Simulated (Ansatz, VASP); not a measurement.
## CdSe: VASP beside Ansatz

```xyz
2
Lattice="0.0000 2.9447 2.9447 2.9447 0.0000 2.9447 2.9447 2.9447 0.0000" Properties=species:S:1:pos:R:3 pbc="T T T"
Cd    0.0000    0.0000    0.0000
Se    4.4170    4.4170    4.4170
```

Alike in both runs: functional LDA; k mesh 6 × 6 × 6; no spin polarisation.

Ansatz relaxed the structure, and its values are those at the end. VASP's run is a single point on that final structure, the one shown.

|  | VASP | Ansatz |
| --- | --- | --- |
| version | VASP 6.6.1 | Ansatz 0.2.0 |
| potentials or method | VASP PAW LDA potentials, release 64 (Cd, Se) | PAW with Ansatz's default frozen-core files, scalar-relativistic |
| plane-wave cutoff (eV) | 520 | 420 |
| occupations | gaussian, width 0.01 eV | fixed |
| valence electrons in the cell | 18 | 36 |

Ansatz gave:

* gap on the k mesh at the Fermi level (eV): 0.52
* pressure (GPa): 4.0

Question: Estimate VASP's values.

Answer: gap on the k mesh at the Fermi level (eV): 0.56; pressure (GPa): 4.6.

The two sets of potentials don't hold the same shells in valence.
